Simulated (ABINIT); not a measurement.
Runs of ABINIT 10.8.3 (patched build) on Hf. Symmetry: P6_3/mmc, No. 194, hexagonal system. Conventional cell: a = 3.197 Å, b = 3.197 Å, c = 5.058 Å, α = 90.00°, β = 90.00°, γ = 120.00°. Hf (site symmetry -6m2) is surrounded by 12 Hf at 3.13 to 3.20 Å. 

```tsv
task	level	potentials or basis	cell	k mesh	cutoff (eV)	cell freedom (optcell)	cutoff smearing ecutsm (Ha)	optimiser (ionmov)	force stop (Ha/bohr)	fine-grid cutoff	mesh quality	gap on the mesh (eV)	pressure (GPa)	relaxed volume (Å³/atom)
relaxation of cell and atoms	LDA	JTH PAW LDA v2.0	relaxed	10 × 10 × 5	463	2	0.5	2	0.0002	925.187 eV	not flagged	none	0.0	(a)
relaxation of cell and atoms	r2SCAN	JTH PAW PBE v2.0	relaxed	6 × 6 × 3	626	2	0.5	2	0.0001	1224.51 eV	coarse	none	0.0	22.51
single point	PBEsol	PseudoDojo NC SR PBEsol v0.4.1 standard	as given	10 × 10 × 5	789	-	-	-	-	-	not flagged	none	-3.6	-
single point	PBEsol	PseudoDojo NC SR PBEsol v0.4.1 standard	atoms moved at random, drawn with an rms of 0.05 Å	10 × 10 × 5	789	-	-	-	-	-	not flagged	none	-3.5	-
```

Alike in all rows: no spin polarisation; smearing fermi-dirac 0.05 eV.

Estimate the missing entries.

(a) 20.81.

Caveats: some runs use coarse meshes; the PAW data sets were made with another functional, which shifts forces and pressure a little (some runs).

A k mesh can miss the band edges, and the runs leave out spin-orbit coupling on Hf.

A gap of «none» marks a metal or a gap under the smearing width.
